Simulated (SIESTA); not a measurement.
BeS:

```
CELL_PARAMETERS angstrom
0.00000 2.42500 2.42500
2.42500 0.00000 2.42500
2.42500 2.42500 0.00000
ATOMIC_POSITIONS crystal
S 0.75000 0.75000 0.75000
Be 0.00000 0.00000 0.00000
```

Base run:

- Program: SIESTA 5.4.2
- Functional: PBEsol
- Potentials or basis: PseudoDojo 0.4 standard (PBEsol files)
- Basis: DZP (energy shift 0.003 Ry; two zetas on semicore shells)
- Grid cutoff: 800 Ry
- Energy shift: 0.003 Ry
- k mesh: 9 × 9 × 9
- Occupations: fermi-dirac, width 0.05 eV
- Spin: no spin polarisation

Its results: band gap on the k mesh 3.02 eV, indirect (least direct gap 5.44 eV); pressure -1.0 GPa.

**Question.** The run is repeated on the same cell with these changes: functional from PBEsol to PBE; potentials or basis from PseudoDojo 0.4 standard (PBEsol files) to PseudoDojo 0.4 standard (PBE files). What comes out?

**Answer.** Band gap on the k mesh 3.16 eV, indirect (least direct gap 5.49 eV); pressure 1.9 GPa.

Caveats: short orbitals over semicore shells can move pressures by several GPa; the basis of atomic orbitals isn't converged, which shifts pressures, moduli and gaps; the mesh misses the band edges, which the band path finds closer together (some runs); the basis holds too few empty states to meet the f-sum rule, so the spectrum is short of weight at high energy (some runs); an odd mesh through Γ misses points on the zone boundary, where band edges often lie (some runs).
